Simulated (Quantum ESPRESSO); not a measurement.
Runs of Quantum ESPRESSO 7.5 on SrO. It takes space group Fm-3m (No. 225, cubic). Conventional cell: a = 5.133 Å, b = 5.133 Å, c = 5.133 Å, α = 90.00°, β = 90.00°, γ = 90.00°. Sr (site symmetry m-3m) is surrounded by 6 O at 2.57 Å. Around O (site symmetry m-3m) lie 6 Sr at 2.57 Å. 

```tsv
task	level	potentials or basis	cell	k mesh	form of the LDA correlation	pressure (GPa)
dielectric tensor	PBE	GBRV 1.5 PBE	as given	6 × 6 × 6, shifted	-	3.4
phonons	LDA	GBRV 1.5 LDA	relaxed	4 × 4 × 4, shifted	PZ81	0.0
phonons	LDA	GBRV 1.5 LDA	relaxed to 80 GPa	6 × 6 × 6, shifted	PZ81	80.0
dielectric tensor	BLYP	GBRV 1.5 PBE	as given	6 × 6 × 6, shifted	-	(a)
phonons	LDA	GBRV 1.5 LDA	relaxed to 25 GPa	6 × 6 × 6, shifted	PZ81	25.1
dielectric tensor	LDA	GBRV 1.5 LDA	as given	6 × 6 × 6, shifted	PZ81	-3.8
dielectric tensor	AM05	GBRV 1.5 PBE	as given	6 × 6 × 6, shifted	-	0.7
phonons	LDA	GBRV 1.5 LDA	relaxed to 50 GPa	6 × 6 × 6, shifted	PZ81	50.1
```

Alike in all rows: no spin polarisation; cutoff (eV) 612; smearing fermi-dirac 0.05 eV.

Question: Fill in the values left out.

Answer: (a) 6.4.

Caveats: the cell is more than 3 GPa from zero pressure, which shifts response properties (some runs); the potentials were made for another functional, which shifts forces and pressure (some runs).
